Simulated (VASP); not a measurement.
# BN (P6_3/mmc) in VASP: a series of runs, part 2 of 2

VASP 6.6.1.

**3. Relaxation of cell and atoms, r2SCAN**

This run uses another cell than the first one, of 9.28 Å³/atom, 1.035 times its volume.

Contents of INCAR:

```
PREC     = Accurate       # precision mode
ENCUT    = 600            # plane-wave cutoff, eV
EDIFF    = 1E-7           # SCF threshold, eV
ISMEAR   = 0              # smearing method
SIGMA    = 0.03           # smearing width, eV
LREAL    = F              # projectors in reciprocal space
LASPH    = T              # aspherical terms in the spheres
NELM     = 80             # most SCF steps
ALGO     = Normal         # electronic algorithm
ISIF     = 3              # what is computed and relaxed
LWAVE    = F              # write WAVECAR
LCHARG   = F              # write CHGCAR
METAGGA  = R2SCAN         # meta-GGA
LMIXTAU  = T            
IBRION   = 2              # ionic algorithm
NSW      = 90             # ionic steps
EDIFFG   = -0.005         # ionic threshold
KPAR     = 2
```

Contents of KPOINTS:

```
Automatic mesh
0
Gamma
  12 12 4
```

Contents of POSCAR:

```
BN                                      
1.0
    2.5022488558     -0.0000000000     -0.0000000000
   -1.2511244279      2.1670110757      0.0000000000
    0.0000000000     -0.0000000000      6.8460330200
  B               N             
     2     2
Direct
     0.3333333332999970    0.6666666667000030    0.2500000000000000
     0.6666666667000030    0.3333333332999970    0.7500000000000000
     0.3333333332999970    0.6666666667000030    0.7500000000000000
     0.6666666667000030    0.3333333332999970    0.2500000000000000
```

Potentials or basis: VASP PAW PBE potentials, release 64 (B, N).

Launch:

```
$ cat potpaw_PBE.64/B/POTCAR potpaw_PBE.64/N/POTCAR > POTCAR
$ mpirun -np 2 vasp_std > vasp.out
```

OUTCAR:

```text
PREC = Accurate
   ENCUT = 600
   EDIFF = 1E-7
   ISMEAR = 0
   LREAL = F
   LASPH = T
   NELM = 80
   ISIF = 3
   METAGGA = R2SCAN
   IBRION = 2
   NSW = 90
   EDIFFG = -0.005

 ion  position               nearest neighbor table
   1  0.333  0.667  0.250-   4 1.44   4 1.44   4 1.44
   2  0.667  0.333  0.750-   3 1.44   3 1.44   3 1.44
   3  0.333  0.667  0.750-   2 1.44   2 1.44   2 1.44
   4  0.667  0.333  0.250-   1 1.44   1 1.44   1 1.44

  LATTYP: Found a hexagonal cell.
 ALAT       =     2.5022488558
 C/A-ratio  =     2.7359521033

  Lattice vectors:

 A1 = (   2.5022488558,   0.0000000000,   0.0000000000)
 A2 = (  -1.2511244279,   2.1670110757,   0.0000000000)
 A3 = (   0.0000000000,   0.0000000000,   6.8460330200)

Analysis of symmetry for initial positions (statically):
=====================================================================
 Subroutine PRICEL returns:
 Original cell was already a primitive cell.

 Routine SETGRP: Setting up the symmetry group for a
 hexagonal supercell.

 Subroutine GETGRP returns: Found 24 space group operations
 (whereof 12 operations were pure point group operations)
 out of a pool of 24 trial point group operations.

The static configuration has the point symmetry D_3d.
 The point group associated with its full space group is D_6h.

Analysis of symmetry for dynamics (positions and initial velocities):
=====================================================================
 Subroutine PRICEL returns:
 Original cell was already a primitive cell.

 Routine SETGRP: Setting up the symmetry group for a
 hexagonal supercell.

 Subroutine GETGRP returns: Found 24 space group operations
 (whereof 12 operations were pure point group operations)
 out of a pool of 24 trial point group operations.

The dynamic configuration has the point symmetry D_3d.
 The point group associated with its full space group is D_6h.

[... 138 lines left out ...]
 maximum number of plane-waves:      1272
 NGX is ok and might be reduce to    20
   NGX =  9   NGY =  9   NGZ = 27

--------------------------------------- Ionic step        1  -------------------------------------------

 number of electron      15.9999998 magnetization

 Free energy of the ion-electron system (eV)
  ---------------------------------------------------
  ext. energy  EPLUGINS =         0.00000000
  ---------------------------------------------------
  free energy    TOTEN  =       -38.59992865 eV

  energy without entropy =      -38.59992865  energy(sigma->0) =      -38.59992865

------------------------ aborting loop because EDIFF is reached ----------------------------------------

  FORCE on cell =-STRESS in cart. coord.  units (eV):
  Direction    XX          YY          ZZ          XY          YZ          ZX
  --------------------------------------------------------------------------------------
  -------------------------------------------------------------------------------------
  Total        0.0283474      0.0283474     -0.0042512     -0.0000000     -0.0000000      0.0000000
  in kB        1.2234698      1.2234698     -0.1834793     -0.0000000     -0.0000000      0.0000000
  external PRESSURE =       0.7544868 kB  Pullay stress =       0.0000000 kB
[... 63 lines left out ...]
--------------------------------------- Ionic step        3  -------------------------------------------

 number of electron      15.9999998 magnetization

 Free energy of the ion-electron system (eV)
  ---------------------------------------------------
  ext. energy  EPLUGINS =         0.00000000
  ---------------------------------------------------
  free energy    TOTEN  =       -38.59993128 eV

  energy without entropy =      -38.59993128  energy(sigma->0) =      -38.59993128

 E-fermi :   1.9334     XC(G=0): -10.5361

 val. band max:        1.7772952290   @ k =   0.3333   0.3333   0.5000
 cond. band min:       6.6944100375   @ k =   0.5000   0.0000   0.0000
 fundamental gap:      4.9171148085
 Fermi energy:         1.9334430492

 k-point     1 :       0.0000    0.0000    0.0000
  band No.  band energies     occupation
      1     -16.9991      2.00000
      2     -16.7700      2.00000
      3      -4.4793      2.00000
      4      -2.5935      2.00000
      5       0.4258      2.00000
      6       0.4258      2.00000
      7       0.4543      2.00000
      8       0.4543      2.00000
      9       7.2012      0.00000
     10      12.4379      0.00000
     11      14.1026      0.00000
     12      14.1026      0.00000
[... 331 lines left out ...]
 k-point    24 :       0.3333    0.0000    0.2500
  band No.  band energies     occupation
      1     -14.9241      2.00000
      2     -14.8086      2.00000
      3      -5.3979      2.00000
      4      -5.3540      2.00000
      5      -1.9228      2.00000
      6      -1.8888      2.00000
      7      -1.3761      2.00000
      8      -0.3066      2.00000
      9       9.3310      0.00000
     10       9.8302      0.00000
     11      11.2382      0.00000
     12      12.7397      0.00000

 [... further k-points ...]
[... 5 lines left out ...]
  --------------------------------------------------------------------------------------
  -------------------------------------------------------------------------------------
  Total        0.0032598      0.0032598     -0.0042760     -0.0000000     -0.0000000      0.0000000
  in kB        0.1406654      0.1406654     -0.1845160     -0.0000000     -0.0000000      0.0000000
  external PRESSURE =       0.0322716 kB  Pullay stress =       0.0000000 kB
[... 19 lines left out ...]
  FREE ENERGIE OF THE ION-ELECTRON SYSTEM (eV)
  ---------------------------------------------------
  free  energy   TOTEN  =       -38.5999312789 eV

  energy  without entropy=      -38.5999312789  energy(sigma->0) =      -38.59993128

 reached required accuracy - stopping structural energy minimisation
```

OSZICAR:

```text
N       E                     dE             d eps       ncg     rms          rms(c)
DAV:   1     0.711831219212E+02    0.71183E+02   -0.91233E+03  1368   0.140E+03
DAV:   2    -0.412943486526E+02   -0.11248E+03   -0.10164E+03  1928   0.301E+02
DAV:   3    -0.466686145729E+02   -0.53743E+01   -0.53370E+01  1760   0.706E+01
[... 45 lines left out ...]
DAV:   8    -0.385999311920E+02    0.15629E-05   -0.40952E-09   732   0.703E-04    0.947E-05
DAV:   9    -0.385999316934E+02   -0.50146E-06   -0.14271E-09   732   0.427E-04    0.318E-05
DAV:  10    -0.385999310100E+02    0.68343E-06   -0.62608E-10   728   0.344E-04    0.735E-06
DAV:  11    -0.385999313168E+02   -0.30681E-06   -0.36025E-11   732   0.678E-05    0.438E-06
DAV:  12    -0.385999312789E+02    0.37920E-07   -0.35191E-11   724   0.747E-05
   3 F= -.38599931E+02 E0= -.38599931E+02  d E =-.263149E-05
```

Wall time 88 s (2 MPI ranks of Intel Xeon 6975P-C (Granite Rapids), shared host); peak memory 0.16 GiB.

Results:

- Free energy: -38.5999 eV
- Relaxed volume: 9.28 Å³/atom
- Relaxed cell: a = 2.503 Å, b = 2.503 Å, c = 6.846 Å, α = 90.00°, β = 90.00°, γ = 120.00°
- Space group after relaxing (to 0.05 Å): P6_3/mmc (No. 194)
- Energy gained by relaxing: 0.0 meV/atom
- Ionic steps: 3
- Pressure after relaxing: 0.0 GPa
- Band gap on the k mesh: 4.92 eV, indirect (least direct gap 5.37 eV)

Final structure:
```
CELL_PARAMETERS angstrom
2.50250 0.00000 0.00000
-1.25125 2.16723 0.00000
0.00000 0.00000 6.84593
ATOMIC_POSITIONS crystal
B 0.33333 0.66667 0.25000
B 0.66667 0.33333 0.75000
N 0.33333 0.66667 0.75000
N 0.66667 0.33333 0.25000
```

Caveat: the PAW data sets were made with another functional, which shifts forces and pressure a little.
